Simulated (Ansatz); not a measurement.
## A decomposition energy, worked out: AlAs5

Method: Ansatz, DFT PBE, scalar-relativistic, plane waves, PAW. All cells share a 420 eV cutoff and Γ-centred k meshes spaced about 0.3 Å⁻¹ or finer (0.25 for metals, 2π included). No spin polarisation.

Formation energies are uncorrected and refer to the elements' standard structures at the same level.

Temperature and zero-point effects are left out. Weakly bound directions are ill-defined at this level, which has no dispersion term (AlAs5 P-3m1). The reference form of As is held partly by dispersion forces, which this level lacks.

A trial structure of AlAs5 (reached from: a cell proposed by chemical analogy; relaxed: space group P-3m1 (No. 164), a = 3.873 Å, c = 22.139 Å) has a formation energy of -0.079 eV/atom. It holds As–As nets (shortest 2.57 Å). At its composition the lowest mixture among the elements and 1 reference phase computed alike (others may be missing) consists of these:

```tsv
phase	source	ΔE_f (eV/atom)
As (solid)	element	-0.001
AlAs (F-43m)	COD	-0.487
```

The lowest database cell of As (-0.001) lies slightly below the reference, hence the non-zero entry.

Task: Write the balanced decomposition and find its energy per atom, per formula unit and per mole of formula units.

Result: Balancing Al and As gives AlAs5 → 4 As + AlAs. The left side holds 6 atoms, and the products take 4/6 (As) and 2/6 (AlAs) of them. The mixture therefore lies at 4/6 × (-0.001) + 2/6 × (-0.487) = -0.163 eV/atom. The reaction energy is -0.163 − (-0.079) = -0.084 eV/atom. Times 6 atoms that is -0.504 eV per AlAs5, and times 96.485 it is -49 kJ per mole of AlAs5. Decomposition is downhill, so the trial structure is unstable against this mixture.
